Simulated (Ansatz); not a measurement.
NbP: relaxation of cell and atoms with PBE

Crystal: NbP.

```xyz
4
Lattice="-1.6749 1.6749 5.7401 1.6749 -1.6749 5.7401 1.6749 1.6749 -5.7401" Properties=species:S:1:pos:R:3 pbc="T T T"
Nb    1.6749    0.0000    2.8687
Nb    0.0000    0.0000    5.7387
P     0.0000    1.6749    3.8200
P     0.0000    0.0000    0.9500
```

The cell is a database's computed one.

```json
{
  "Program": "Ansatz 0.2.0",
  "Task": "relaxation of cell and atoms",
  "Functional": "PBE",
  "Potentials or basis": "Ansatz NC",
  "Cutoff": "1116 eV (not typed: the program's choice for these potentials)",
  "k mesh": "11 × 11 × 11",
  "Occupations": "fermi-dirac, width 0.05 eV",
  "Spin": "no spin polarisation"
}
```

| Item | Value |
| --- | --- |
| Relaxed volume | 16.01 Å³/atom |
| Relaxed cell | a = 6.186 Å, b = 6.186 Å, c = 6.186 Å, α = 148.61°, β = 148.61°, γ = 44.99° |
| Space group after relaxing (to 0.05 Å) | I4_1md (No. 109) |
| Energy gained by relaxing | 0.4 meV/atom |
| Ionic steps | 4 |
| Pressure after relaxing | 0.0 GPa |
| Band gap on the k mesh | none (metal or under the smearing width) |

The path:
```csv
step,energy change (eV),largest force (eV/Å),volume (Å³)
1,0.0000,0.0162,64.41
2,-0.0006,0.0149,63.74
3,-0.0016,0.0001,64.02
4,-0.0016,0.0001,64.02
```

Final structure:
```xyz
4
Lattice="-1.6735 1.6735 5.7150 1.6735 -1.6735 5.7150 1.6735 1.6735 -5.7150" Properties=species:S:1:pos:R:3 pbc="T T T"
Nb    1.6735    0.0000    2.8579
Nb    0.0000    0.0000    5.7154
P     0.0000    1.6735    3.8015
P     0.0000    0.0000    0.9440
```

Levels at points of the mesh, in eV from the Fermi level:
```csv
k point,band 14,band 15,band 16,band 17,band 18,band 19,band 20,band 21,band 22
"(0.00, 0.00, 0.00)",-2.25,-2.14,-1.70,-1.36,-1.36,0.82,1.60,2.68,3.14
```

Wall time 5.1 min on 2 threads of Arm Neoverse N1, on a shared host, peak memory 0.78 GiB.

Caveat: the plane-wave basis is chosen anew once the cell has moved, so the energies of steps on either side of that aren't comparable.
